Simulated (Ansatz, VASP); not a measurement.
**Two plane-wave programs on BN**

```
B N
1.0
     0.00000    1.66796    1.66796
     1.66796    0.00000    1.66796
     1.66796    1.66796    0.00000
B N
1 1
Cartesian
  0.0000 0.0000 0.0000
  2.5019 2.5019 2.5019
```

Change from the starting cell: strain -0.080 along x and y, -0.080 along z, atoms carried along.

Alike in both runs: task single point; functional PBE; k mesh 12 × 12 × 12; occupations gaussian, width 0.05 eV; no spin polarisation.

```csv
,VASP,Ansatz
version,VASP 6.6.1,Ansatz 0.2.0
potentials or method,"VASP PAW PBE potentials, release 64 (B, N)","scalar-relativistic, plane waves, PAW"
plane-wave cutoff (eV),520,420
valence electrons in the cell,8,8
```

|  | VASP | Ansatz | Ansatz less VASP |
| --- | --- | --- | --- |
| gap on the k mesh at the Fermi level (eV) | 4.68 | 4.70 | +0.024 |
| least direct gap on the mesh (eV) | 9.97 | 9.99 | +0.021 |
| pressure (GPa) | 146.4 | 145.3 | -1.03 |

The functional is the same, so the differences come from potentials, cutoffs and numerics.

Caveats: the cell as given lies far from equilibrium; so large a pressure means that the cell lies far from this level's equilibrium, or that cutoff or potentials fall short (VASP). A k mesh can miss the band edges.
